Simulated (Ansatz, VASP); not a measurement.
# Two plane-wave programs on BaZrO3

```xyz
5
Lattice="4.2275 0.0000 0.0000 0.0000 4.2275 0.0000 0.0000 0.0000 4.2275" Properties=species:S:1:pos:R:3 pbc="T T T"
Ba    2.1137    2.1137    2.1137
Zr    0.0000    0.0000    0.0000
O     2.1137    0.0000    0.0000
O     0.0000    2.1137    0.0000
O     0.0000    0.0000    2.1137
```

Alike in both runs: functional PBE; k mesh 6 × 6 × 6; occupations gaussian, width 0.02 eV; no spin polarisation.

Ansatz relaxed the structure, and its values are those at the end. VASP's run is a single point on that final structure, the one shown.

|  | VASP | Ansatz |
| --- | --- | --- |
| version | VASP 6.6.1 | Ansatz 0.2.0 |
| potentials or method | VASP PAW PBE potentials, release 64 (Ba_sv, Zr_sv, O) | scalar-relativistic, plane waves, PAW |
| plane-wave cutoff (eV) | 520 | 420 |
| valence electrons in the cell | 40 | 40 |

Ansatz gave:

* gap on the k mesh at the Fermi level (eV): 3.18
* least direct gap on the mesh (eV): 3.40
* pressure (GPa): 0.0

Question: What did VASP give for the same quantities?

Answer: gap on the k mesh at the Fermi level (eV): 3.13; least direct gap on the mesh (eV): 3.38; pressure (GPa): 0.9.

The functional is the same, so the differences come from potentials, cutoffs and numerics.

Caveats: spin-orbit coupling is left out, which moves the levels of the heavy elements. Expect the measured gap to be larger: semilocal functionals such as PBE lack the derivative discontinuity. A k mesh can miss the band edges.
